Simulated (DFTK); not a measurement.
**PbS (Galena) under changes of volume**

One of the cells (26.086 Å³/atom); the others are scaled copies at fixed shape and fractional positions:

```
Pb S
1.0
     0.00000    2.96575    2.96575
     2.96575    0.00000    2.96575
     2.96575    2.96575    0.00000
Pb S
1 1
Direct
  0.00000 0.00000 0.00000
  0.50000 0.50000 0.50000
```

```yaml
Program: DFTK 0.8.2
Functional: PBEsol
Potentials_or_basis: dojo.nc.sr.pbesol.v0_4_1.standard.upf (PBEsol)
Cutoff: 925 eV
k_mesh: 8 × 8 × 8
Occupations: fermi-dirac, width 0.05 eV
Spin: no spin polarisation
```

```csv
volume (Å³/atom),energy over the lowest point (meV/atom),pressure (GPa),gap on the mesh (eV)
24.521,11.18,3.1,0.01
25.042,3.37,1.7,0.10
25.564,0.00,0.4,0.18
26.086,0.69,-0.8,0.26
26.607,?,?,?
27.129,12.75,-2.8,0.40
27.651,23.42,-3.7,0.46
```

**Question.** What does the run at 26.607 Å³/atom give?

**Answer.** Energy over the lowest point 5.06 meV/atom; pressure -1.9 GPa; gap on the mesh 0.33 eV.

Worked out: A Birch-Murnaghan fit of order 3 (a polynomial in V^(-2/3)) to the other rows has its minimum at 25.73 Å³/atom with B0 = V·E''(V) = 59 GPa and B' = 4.0. It gives 5.06 meV/atom at 26.607 Å³/atom, against the run's 5.06, and -dE/dV = -1.9 GPa, against -1.9.

Energies are extrapolated to zero smearing.

Caveats: spin-orbit coupling is left out, which as a rule narrows the gap of such compounds by several tenths of an eV.

A mesh can miss the band edges.
